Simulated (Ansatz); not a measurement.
Crystal: Sb.

```
CELL_PARAMETERS angstrom
3.16000 0.00000 0.00000
0.00000 3.16000 0.00000
0.00000 0.00000 3.16000
ATOMIC_POSITIONS crystal
Sb 0.00000 0.00000 0.00000
```

This isn't the form of Sb at room conditions, which is rhombohedral.

Base run:

```yaml
Program: Ansatz 0.2.0
Functional: HSE06
Potentials_or_basis: all-electron PAW datasets made for the crystal
Cutoff: 270 eV (chosen from the basis error)
k_mesh: 6 × 6 × 6
Occupations: fermi-dirac, width 0.05 eV
Spin: no spin polarisation
```

Its results: band gap on the k mesh none (metal or under the smearing width); pressure -3.3 GPa.

**Question.** The run is repeated on the same cell with these changes: functional from HSE06 to PBEsol; cutoff from 270 eV (chosen from the basis error) to 140 eV (chosen from the basis error). What comes out?

**Answer.** Band gap on the k mesh none (metal or under the smearing width); pressure -3.9 GPa.

Caveats: the k mesh is thin for a metal, which can move the energy by tens of meV per atom; the program warned that the printed levels may be off, so bands, gaps and densities of states are rough (some runs).

The runs don't all hold the same shells in valence.
